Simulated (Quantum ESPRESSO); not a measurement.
The system is SrO.

```xyz
2
Lattice="0.0000 2.5663 2.5663 2.5663 0.0000 2.5663 2.5663 2.5663 0.0000" Properties=species:S:1:pos:R:3 pbc="T T T"
Sr    2.5663    2.5663    2.5663
O     0.0000    0.0000    0.0000
```

Base run:

- Program: Quantum ESPRESSO 7.5
- Functional: PBEsol
- Potentials or basis: GBRV 1.5 PBEsol
- Cutoff: 612 eV
- Density cutoff: 4898 eV
- k mesh: 9 × 9 × 9
- Occupations: fermi-dirac, width 0.05 eV
- Spin: no spin polarisation

Its results: band gap on the k mesh 3.27 eV, indirect (least direct gap 3.35 eV); pressure -0.5 GPa.

The run is repeated on the same cell with these changes: k mesh from 9 × 9 × 9 to 5 × 5 × 5. What comes out?

Band gap on the k mesh 3.40 eV, indirect (least direct gap 3.49 eV); pressure -0.5 GPa.

Caveats: some runs use coarse meshes; an odd mesh through Γ misses points on the zone boundary, where band edges often lie (some runs); the mesh misses the band edges, which the band path finds closer together (some runs).

Not every run made on this cell is shown here.
